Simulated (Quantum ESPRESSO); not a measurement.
# AlP(110), H on both faces: a series in the number of layers, part 11 of 12

What law, if any, do the results for AlP(110), H on both faces follow against the number of layers?

Quantum ESPRESSO 7.5; plane-wave DFT, PBE, GBRV ultrasoft pseudopotentials.

So far. Step 11 (Relaxing the ions, 4 layers): The relaxation lowers the energy by 10 meV an atom. Step 14 (Relaxation with pw.x, 9 layers): The relaxation lowers the energy by 6 meV an atom.

The structure was built from a prototype and need not be the compound's stable phase.

**17. Relaxing the ions, 11 layers**

System of this step: AlP(110), H on both faces, 11 layers. The cell holds 26 atoms: 4 H, 11 Al and 11 P. Its edges and angles: a = 5.503 Å, b = 3.894 Å, c = 38.022 Å, α = 90.0°, β = 90.0°, γ = 90.0°. It derives from AlP. Vacuum lies along c.

m7.relax.in

```
&control
  prefix = 'm7.relax'
  outdir = './out'
  pseudo_dir = './pseudo'
  nstep = 80
  forc_conv_thr = 0.0006
  calculation = 'relax'
/
&system
  ibrav = 0
  nat = 26
  ntyp = 3
  ecutwfc = 40
  ecutrho = 200
  occupations = 'smearing'
  smearing = 'fd'
  degauss = 0.002
/
&electrons
  conv_thr = 1e-08
  mixing_beta = 0.4
  electron_maxstep = 120
  mixing_mode = 'plain'
/
&ions
/
ATOMIC_SPECIES
  H   1.0080  h_pbe_v1.4.uspp.F.UPF
  Al  26.9815  al_pbe_v1.uspp.F.UPF
  P   30.9738  p_pbe_v1.5.uspp.F.UPF
CELL_PARAMETERS angstrom
  5.50329919300000 0.00000000000000 0.00000000000000
  0.00000000000000 3.89386087700000 0.00000000000000
  0.00000000000000 0.00000000000000 38.02215694475355
ATOMIC_POSITIONS crystal
  H   0.835491847100 0.000000000000 0.210279563314
  H   0.399838636100 0.500000000000 0.213284182843
  Al  0.000000000000 0.000000000000 0.243974225170
  P   0.250000000000 0.500000000000 0.243974225170
  Al  0.500000000000 0.500000000000 0.295179380136
  P   0.750000000000 0.000000000000 0.295179380136
  Al  0.000000000000 0.000000000000 0.346384535102
  P   0.250000000000 0.500000000000 0.346384535102
  Al  0.500000000000 0.500000000000 0.397589690068
  P   0.750000000000 0.000000000000 0.397589690068
  Al  0.000000000000 0.000000000000 0.448794845034
  P   0.250000000000 0.500000000000 0.448794845034
  Al  0.500000000000 0.500000000000 0.500000000000
  P   0.750000000000 0.000000000000 0.500000000000
  Al  0.000000000000 0.000000000000 0.551205154966
  P   0.250000000000 0.500000000000 0.551205154966
  Al  0.500000000000 0.500000000000 0.602410309932
  P   0.750000000000 0.000000000000 0.602410309932
  Al  0.000000000000 0.000000000000 0.653615464898
  P   0.250000000000 0.500000000000 0.653615464898
  Al  0.500000000000 0.500000000000 0.704820619864
  P   0.750000000000 0.000000000000 0.704820619864
  Al  0.000000000000 0.000000000000 0.756025774830
  P   0.250000000000 0.500000000000 0.756025774830
  H   0.399838636100 0.500000000000 0.786715817157
  H   0.835491847100 0.000000000000 0.789720436686
K_POINTS automatic
  4 4 1 0 0 0
```

The run is started by

```bash
OMP_NUM_THREADS=1 mpirun -n 4 pw.x -nk 1 -in m7.relax.in > m7.relax.out
```

Log:

```text
[banner, memory and clock lines left out]
Program PWSCF v.7.5 starts
[...]
Message from routine setup:
[...]
number of electrons       =        92.00
     number of Kohn-Sham states=           55
     kinetic-energy cutoff     =      40.0000  Ry
     charge density cutoff     =     200.0000  Ry
[...]
number of k points=     9  Fermi-Dirac smearing, width (Ry)=  0.0020
[...]
Dense  grid:   262901 G-vectors     FFT dimensions: (  48,  36, 324)
[...]
negative rho (up, down):  3.961E-04 0.000E+00
     Starting wfcs are   92 randomized atomic wfcs
[...]
negative rho (up, down):  4.014E-04 0.000E+00
[...]
estimated scf accuracy    <       1.22080857 Ry
[...]
negative rho (up, down):  4.762E-04 0.000E+00
[...]
estimated scf accuracy    <       0.21928713 Ry
[...]
negative rho (up, down):  5.900E-04 0.000E+00
[...]
estimated scf accuracy    <       0.03405718 Ry
[...]
negative rho (up, down):  6.766E-04 0.000E+00
[...]
estimated scf accuracy    <       0.03484519 Ry
[...]
negative rho (up, down):  7.239E-04 0.000E+00
[...]
estimated scf accuracy    <       0.00271840 Ry
[...]
negative rho (up, down):  7.500E-04 0.000E+00
[...]
estimated scf accuracy    <       0.00045285 Ry
[...]
negative rho (up, down):  7.621E-04 0.000E+00
[...]
estimated scf accuracy    <       0.00003897 Ry
[...]
negative rho (up, down):  7.687E-04 0.000E+00
[...]
estimated scf accuracy    <       0.00001653 Ry
[...]
negative rho (up, down):  7.721E-04 0.000E+00
[...]
estimated scf accuracy    <       0.00000060 Ry
[...]
negative rho (up, down):  7.739E-04 0.000E+00
[...]
estimated scf accuracy    <       0.00000044 Ry
[...]
negative rho (up, down):  7.747E-04 0.000E+00
[...]
estimated scf accuracy    <       0.00000003 Ry
[...]
negative rho (up, down):  7.752E-04 0.000E+00
[...]
estimated scf accuracy    <       0.00000002 Ry
[...]
negative rho (up, down):  7.759E-04 0.000E+00
[...]
the Fermi energy is     1.1839 ev
!    total energy              =    -250.05101465 Ry
     estimated scf accuracy    <          3.2E-09 Ry
     smearing contrib. (-TS)   =      -0.00000000 Ry
     internal energy E=F+TS    =    -250.05101465 Ry
[...]
one-electron contribution =   -2781.78381712 Ry
     hartree contribution      =    1416.55981707 Ry
     xc contribution           =    -115.16385997 Ry
     ewald contribution        =    1230.33684537 Ry
     convergence has been achieved in  13 iterations
     negative rho (up, down):  7.759E-04 0.000E+00
[...]
Total force =     0.040215     Total SCF correction =     0.000127
[...]
negative rho (up, down):  7.872E-04 0.000E+00
[...]
negative rho (up, down):  7.808E-04 0.000E+00
[...]
estimated scf accuracy    <       0.00009364 Ry
[...]
negative rho (up, down):  7.785E-04 0.000E+00
[...]
estimated scf accuracy    <       0.00006778 Ry
[...]
negative rho (up, down):  7.753E-04 0.000E+00
[...]
estimated scf accuracy    <       0.00001953 Ry
[...]
negative rho (up, down):  7.737E-04 0.000E+00
[...]
estimated scf accuracy    <       0.00000387 Ry
[...]
negative rho (up, down):  7.734E-04 0.000E+00
[...]
estimated scf accuracy    <       0.00000061 Ry
[...]
negative rho (up, down):  7.730E-04 0.000E+00
[...]
estimated scf accuracy    <       0.00000010 Ry
[...]
negative rho (up, down):  7.729E-04 0.000E+00
[...]
estimated scf accuracy    <       0.00000002 Ry
[...]
negative rho (up, down):  7.729E-04 0.000E+00
[...]
the Fermi energy is     1.1979 ev
!    total energy              =    -250.05246501 Ry
     estimated scf accuracy    <          3.6E-09 Ry
     smearing contrib. (-TS)   =      -0.00000000 Ry
     internal energy E=F+TS    =    -250.05246501 Ry
[...]
one-electron contribution =   -2783.05461028 Ry
     hartree contribution      =    1417.21688266 Ry
     xc contribution           =    -115.15886482 Ry
     ewald contribution        =    1230.94412743 Ry
     convergence has been achieved in   8 iterations
     negative rho (up, down):  7.729E-04 0.000E+00
[...]
Total force =     0.033032     Total SCF correction =     0.000090
[...]
negative rho (up, down):  7.911E-04 0.000E+00
[...]
negative rho (up, down):  7.835E-04 0.000E+00
[...]
estimated scf accuracy    <       0.00012702 Ry
[...]
negative rho (up, down):  7.808E-04 0.000E+00
[...]
estimated scf accuracy    <       0.00010451 Ry
[...]
negative rho (up, down):  7.771E-04 0.000E+00
[...]
estimated scf accuracy    <       0.00001842 Ry
[...]
negative rho (up, down):  7.748E-04 0.000E+00
[...]
estimated scf accuracy    <       0.00000758 Ry
[...]
negative rho (up, down):  7.739E-04 0.000E+00
[...]
estimated scf accuracy    <       0.00000073 Ry
[...]
negative rho (up, down):  7.734E-04 0.000E+00
[...]
estimated scf accuracy    <       0.00000012 Ry
[...]
negative rho (up, down):  7.733E-04 0.000E+00
[...]
estimated scf accuracy    <       0.00000003 Ry
[...]
negative rho (up, down):  7.732E-04 0.000E+00
[...]
estimated scf accuracy    <          5.3E-09 Ry
[...]
negative rho (up, down):  7.732E-04 0.000E+00
[...]
the Fermi energy is     1.2093 ev
!    total energy              =    -250.05378466 Ry
     estimated scf accuracy    <          3.3E-10 Ry
     smearing contrib. (-TS)   =      -0.00000000 Ry
     internal energy E=F+TS    =    -250.05378466 Ry
[...]
one-electron contribution =   -2784.12655066 Ry
     hartree contribution      =    1417.76951828 Ry
     xc contribution           =    -115.15582098 Ry
     ewald contribution        =    1231.45906870 Ry
     convergence has been achieved in   9 iterations
     negative rho (up, down):  7.732E-04 0.000E+00
[...]
Total force =     0.028093     Total SCF correction =     0.000033
[...]
negative rho (up, down):  7.986E-04 0.000E+00
[...]
negative rho (up, down):  7.844E-04 0.000E+00
[...]
estimated scf accuracy    <       0.00022223 Ry
[...]
negative rho (up, down):  7.792E-04 0.000E+00
[...]
estimated scf accuracy    <       0.00012279 Ry
[...]
negative rho (up, down):  7.729E-04 0.000E+00
[...]
estimated scf accuracy    <       0.00004603 Ry
[...]
negative rho (up, down):  7.699E-04 0.000E+00
[...]
estimated scf accuracy    <       0.00001193 Ry
[...]
negative rho (up, down):  7.687E-04 0.000E+00
[...]
estimated scf accuracy    <       0.00000089 Ry
[...]
negative rho (up, down):  7.681E-04 0.000E+00
[...]
estimated scf accuracy    <       0.00000016 Ry
[...]
negative rho (up, down):  7.679E-04 0.000E+00
[...]
estimated scf accuracy    <       0.00000002 Ry
[...]
negative rho (up, down):  7.678E-04 0.000E+00
[...]
estimated scf accuracy    <          3.4E-09 Ry
[...]
negative rho (up, down):  7.678E-04 0.000E+00
[...]
the Fermi energy is     1.2213 ev
!    total energy              =    -250.05540735 Ry
     estimated scf accuracy    <          3.9E-10 Ry
     smearing contrib. (-TS)   =      -0.00000000 Ry
     internal energy E=F+TS    =    -250.05540735 Ry
[...]
one-electron contribution =   -2785.49527813 Ry
     hartree contribution      =    1418.47333254 Ry
     xc contribution           =    -115.15235657 Ry
     ewald contribution        =    1232.11889480 Ry
     convergence has been achieved in   9 iterations
     negative rho (up, down):  7.678E-04 0.000E+00
[...]
Total force =     0.023513     Total SCF correction =     0.000018
[...]
negative rho (up, down):  8.069E-04 0.000E+00
[...]
negative rho (up, down):  7.793E-04 0.000E+00
[...]
estimated scf accuracy    <       0.00044514 Ry
[...]
negative rho (up, down):  7.710E-04 0.000E+00
[...]
estimated scf accuracy    <       0.00017883 Ry
[...]
negative rho (up, down):  7.663E-04 0.000E+00
[...]
estimated scf accuracy    <       0.00010817 Ry
[...]
negative rho (up, down):  7.648E-04 0.000E+00
[...]
estimated scf accuracy    <       0.00002059 Ry
[...]
negative rho (up, down):  7.643E-04 0.000E+00
[...]
estimated scf accuracy    <       0.00000217 Ry
[...]
negative rho (up, down):  7.641E-04 0.000E+00
[...]
estimated scf accuracy    <       0.00000028 Ry
[...]
negative rho (up, down):  7.640E-04 0.000E+00
[...]
estimated scf accuracy    <       0.00000005 Ry
[...]
negative rho (up, down):  7.641E-04 0.000E+00
[...]
estimated scf accuracy    <          6.2E-09 Ry
[...]
negative rho (up, down):  7.641E-04 0.000E+00
[...]
the Fermi energy is     1.2328 ev
!    total energy              =    -250.05718975 Ry
     estimated scf accuracy    <          8.1E-10 Ry
     smearing contrib. (-TS)   =      -0.00000000 Ry
     internal energy E=F+TS    =    -250.05718975 Ry
[...]
one-electron contribution =   -2787.28273807 Ry
     hartree contribution      =    1419.38922191 Ry
     xc contribution           =    -115.14767168 Ry
     ewald contribution        =    1232.98399810 Ry
     convergence has been achieved in   9 iterations
     negative rho (up, down):  7.641E-04 0.000E+00
[...]
Total force =     0.021118     Total SCF correction =     0.000030
[...]
negative rho (up, down):  8.562E-04 0.000E+00
[...]
negative rho (up, down):  8.086E-04 0.000E+00
[...]
estimated scf accuracy    <       0.00096340 Ry
[...]
negative rho (up, down):  7.864E-04 0.000E+00
[...]
estimated scf accuracy    <       0.00030338 Ry
[...]
negative rho (up, down):  7.757E-04 0.000E+00
[...]
estimated scf accuracy    <       0.00023251 Ry
[...]
negative rho (up, down):  7.740E-04 0.000E+00
[...]
estimated scf accuracy    <       0.00003710 Ry
[...]
negative rho (up, down):  7.739E-04 0.000E+00
[...]
estimated scf accuracy    <       0.00000525 Ry
[...]
negative rho (up, down):  7.739E-04 0.000E+00
[...]
estimated scf accuracy    <       0.00000056 Ry
[...]
negative rho (up, down):  7.741E-04 0.000E+00
[...]
estimated scf accuracy    <       0.00000013 Ry
[...]
negative rho (up, down):  7.742E-04 0.000E+00
[...]
estimated scf accuracy    <       0.00000001 Ry
[...]
negative rho (up, down):  7.743E-04 0.000E+00
[...]
estimated scf accuracy    <          1.7E-09 Ry
[...]
negative rho (up, down):  7.744E-04 0.000E+00
[...]
the Fermi energy is     1.2397 ev
!    total energy              =    -250.05866164 Ry
     estimated scf accuracy    <          2.1E-10 Ry
     smearing contrib. (-TS)   =      -0.00000000 Ry
     internal energy E=F+TS    =    -250.05866164 Ry
[...]
one-electron contribution =   -2789.55503812 Ry
     hartree contribution      =    1420.54957565 Ry
     xc contribution           =    -115.14069769 Ry
     ewald contribution        =    1234.08749853 Ry
     convergence has been achieved in  10 iterations
     negative rho (up, down):  7.744E-04 0.000E+00
[...]
Total force =     0.022592     Total SCF correction =     0.000024
[...]
negative rho (up, down):  7.835E-04 0.000E+00
[...]
negative rho (up, down):  7.756E-04 0.000E+00
[...]
estimated scf accuracy    <       0.00013961 Ry
[...]
negative rho (up, down):  7.706E-04 0.000E+00
[...]
estimated scf accuracy    <       0.00004484 Ry
[...]
negative rho (up, down):  7.690E-04 0.000E+00
[...]
estimated scf accuracy    <       0.00002314 Ry
[...]
negative rho (up, down):  7.685E-04 0.000E+00
[...]
estimated scf accuracy    <       0.00000486 Ry
[...]
negative rho (up, down):  7.684E-04 0.000E+00
[...]
estimated scf accuracy    <       0.00000062 Ry
[...]
negative rho (up, down):  7.682E-04 0.000E+00
[...]
estimated scf accuracy    <       0.00000014 Ry
[...]
negative rho (up, down):  7.682E-04 0.000E+00
[...]
estimated scf accuracy    <       0.00000002 Ry
[...]
negative rho (up, down):  7.682E-04 0.000E+00
[...]
estimated scf accuracy    <          3.4E-09 Ry
[...]
negative rho (up, down):  7.682E-04 0.000E+00
[...]
Total force =     0.003706     Total SCF correction =     0.000012
[...]
negative rho (up, down):  7.355E-04 0.000E+00
[...]
negative rho (up, down):  7.358E-04 0.000E+00
[...]
estimated scf accuracy    <       0.00000821 Ry
[...]
negative rho (up, down):  7.360E-04 0.000E+00
[...]
estimated scf accuracy    <       0.00000524 Ry
[...]
negative rho (up, down):  7.362E-04 0.000E+00
[...]
estimated scf accuracy    <       0.00000157 Ry
[...]
negative rho (up, down):  7.363E-04 0.000E+00
[...]
estimated scf accuracy    <       0.00000027 Ry
[...]
negative rho (up, down):  7.364E-04 0.000E+00
[...]
estimated scf accuracy    <       0.00000006 Ry
[...]
negative rho (up, down):  7.364E-04 0.000E+00
[...]
estimated scf accuracy    <          7.1E-09 Ry
[...]
negative rho (up, down):  7.364E-04 0.000E+00
[...]
estimated scf accuracy    <          9.1E-10 Ry
[...]
negative rho (up, down):  7.364E-04 0.000E+00
[...]
estimated scf accuracy    <          1.8E-10 Ry
[...]
negative rho (up, down):  7.364E-04 0.000E+00
[...]
the Fermi energy is     1.2014 ev
!    total energy              =    -250.06051605 Ry
     estimated scf accuracy    <          4.1E-11 Ry
     smearing contrib. (-TS)   =      -0.00000000 Ry
     internal energy E=F+TS    =    -250.06051605 Ry
[...]
one-electron contribution =   -2790.98950771 Ry
     hartree contribution      =    1421.22699233 Ry
     xc contribution           =    -115.14459289 Ry
     ewald contribution        =    1234.84659221 Ry
     convergence has been achieved in   9 iterations
     negative rho (up, down):  7.364E-04 0.000E+00
[...]
Total force =     0.002829     Total SCF correction =     0.000014
[...]
negative rho (up, down):  7.352E-04 0.000E+00
[...]
negative rho (up, down):  7.355E-04 0.000E+00
[...]
estimated scf accuracy    <       0.00000536 Ry
[...]
negative rho (up, down):  7.356E-04 0.000E+00
[...]
estimated scf accuracy    <       0.00000395 Ry
[...]
negative rho (up, down):  7.358E-04 0.000E+00
[...]
estimated scf accuracy    <       0.00000086 Ry
[...]
negative rho (up, down):  7.359E-04 0.000E+00
[...]
estimated scf accuracy    <       0.00000025 Ry
[...]
negative rho (up, down):  7.359E-04 0.000E+00
[...]
estimated scf accuracy    <       0.00000003 Ry
[...]
negative rho (up, down):  7.359E-04 0.000E+00
[...]
estimated scf accuracy    <          4.4E-09 Ry
[...]
```

Run time: 38 min. Hardware: 4 MPI ranks of Arm Neoverse V1, shared host; peak memory 1.4 GiB.

Relaxation path:

```
step  energy less that of the first step (eV)  largest force (eV/Å)
   1                                   0.0000                0.4210
   2                                  -0.0197                0.3456
   3                                  -0.0377                0.2789
   4                                  -0.0598                0.2061
   5                                  -0.0840                0.1768
   6                                  -0.1040                0.1959
   7                                  -0.1110                0.1759
   8                                  -0.1189                0.1073
   9                                  -0.1220                0.0780
  10                                  -0.1233                0.0712
  11                                  -0.1247                0.0730
  12                                  -0.1264                0.0584
  13                                  -0.1277                0.0468
  14                                  -0.1285                0.0444
  15                                  -0.1290                0.0366
  16                                  -0.1293                0.0255
  17                                  -0.1295                0.0213
  18                                  -0.1296                0.0210
  19                                  -0.1298                0.0199
  20                                  -0.1300                0.0215
  21                                  -0.1302                0.0214
  22                                  -0.1303                0.0158
```

The atoms that moved most (Å):

```
atom      dx     dy      dz  length
  H1  -0.057  0.000  -0.113   0.126
 H26  -0.057  0.000   0.113   0.126
 H25  -0.035  0.000  -0.105   0.111
  H2  -0.035  0.000   0.105   0.111
  P4  -0.048  0.000   0.092   0.104
 P24  -0.048  0.000  -0.092   0.104
Al23  -0.054  0.000   0.082   0.098
 Al3  -0.054  0.000  -0.082   0.098
```

The relaxation lowers the energy by 5 meV an atom.

Numbers from this step:

| Item | Value |
| --- | --- |
| free energy | -3402.2477 eV |
| Fermi energy | 1.197 eV |

(Part 11 of 12 ends here.)

[Logs are printed without paths, hosts, clocks, repeated set-up lines and the standing remarks that a program may print on its own settings, such as how far it seeks lower states.]

[Hosts, paths, dates, database ids (printed as entryN), source tags and the programs' standing remarks are cut or masked in the printed files.]

[Maps of the electrostatic potential energy from Ansatz leave out the sawtooth potential of an applied field or a dipole correction, so their vacuum need not be flat; planar profiles and work functions include it.]
